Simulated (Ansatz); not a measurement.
Ionic part of the dielectric constant of ZnSe at 1 GPa, mode by mode

All numbers below come from Ansatz, DFT PBE, scalar-relativistic, plane waves, PAW. Cutoff 420 eV, 8×8×8 k-points (Γ-centred), fixed occupations. No spin polarisation. Phonons by linear response, acoustic sum rule imposed.

The structure is cubic, space group F-43m (No. 216). Conventional cell: a = 5.700 Å, b = 5.700 Å, c = 5.700 Å, α = 90.00°, β = 90.00°, γ = 90.00°. Around Zn (site symmetry -43m) lie 4 Se at 2.47 Å. Se (site symmetry -43m) is surrounded by 4 Zn at 2.47 Å.

The run warned that the force constants aren't converged on this k mesh, so the frequencies and all that is formed from them are rough.

The primitive cell has V = 46.31 Å³ and ε∞,yy = 7.317. Each polar mode adds Δε = (4.92064×10⁷/V)·S/ν² along y, with S its oscillator strength in e²/amu, ν in cm⁻¹ and V in Å³.

Question: From these modes, find each Δε and ε0,yy.
```csv
ν (cm⁻¹),S_yy (e²/amu)
200.4,0.1209
```

Answer:
```
ν (cm⁻¹)    Δε
   200.4  3.20
```

The sum is 3.200, so ε0,yy = 10.52; the run's tensor has 10.52.

Question: Where do the longitudinal modes lie for a wave vector along y?

Answer: At 240 cm⁻¹. The Lyddane–Sachs–Teller product Π(ν_LO/ν_TO)² = 1.44 matches ε0/ε∞ = 1.44.

Cost: 1 run of about 1.1 core-minutes, on AMD EPYC 7R43 (Zen 3) (shared hosts).

The static response of ZnSe is mainly electronic here, with a smaller but substantial lattice part of about 3.20. All of that part comes from the one polar optical mode that zinc blende allows, in which the Zn and Se sublattices move against each other. The bond is covalent enough to leave a highly polarisable valence shell, yet polar enough for this motion to carry a sizeable dipole. The same dipole sets up the macroscopic field that lifts the longitudinal mode above the transverse one.

The electronic constant of 7.317 is clearly larger than experiment gives for ZnSe, probably because PBE makes the gap too small and so the virtual transitions too easy. This carries over into ε0, and it also overscreens the field behind the longitudinal shift.

The Lyddane–Sachs–Teller agreement shows that the arithmetic is consistent, but not that the frequency is right, since both sides rest on the same mode strength and electronic constant. With a single pressure computed, nothing follows about how compression changes the dielectric response.
